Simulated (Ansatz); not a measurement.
## How far is this BeTe from the hull?

These are results of Ansatz, DFT PBE, scalar-relativistic, plane waves, PAW, not measurements. Settings: cutoff 420 eV, Γ-centred meshes spaced at most about 0.3 Å⁻¹, and about 0.25 Å⁻¹ or finer for metals (2π included), Gaussian smearing. No spin polarisation.

The zero of energy is the elements' standard structures at the same level; no fitted shifts are applied.

These are static total energies at zero pressure. Weakly bound directions are ill-defined at this level, which has no dispersion term (I4_1/amd), and this can change margins and order among such cells. Spin–orbit coupling, which can matter for Te, is left out. The reference form of Te is held partly by dispersion forces, which this level lacks.

The competitors are the elements and 1 reference phase of this chemical system (from databases or known types: BeTe), relaxed at the same level; other known phases may be missing.

The candidate was reached from: TaP type (I4_1/amd).

```
Be Te
1.0
    -1.78547    1.78547    9.42684
     1.78547   -1.78547    9.42684
     1.78547    1.78547   -9.42684
Be Te
2 2
Direct
  0.00000 0.00000 0.00000
  0.75000 0.25000 0.50000
  0.50000 0.50000 0.00000
  0.25000 0.75000 0.50000
```

Question: Is it stable, and against what?

Answer: Not the lowest form: another structure of the same formula lies lower. Its formation energy is 0.400 eV/atom. The lowest competing phase at this composition is this:

```tsv
phase	space group	source	share of atoms	ΔE_f (eV/atom)
BeTe	F-43m (No. 216)	COD	1.0000	-0.361
```

The candidate lies 0.76 eV/atom above this phase. The candidate matches no cell in the subsets of the Crystallography Open Database and the Materials Project at hand. A phase this far over the hull is unlikely to be made.
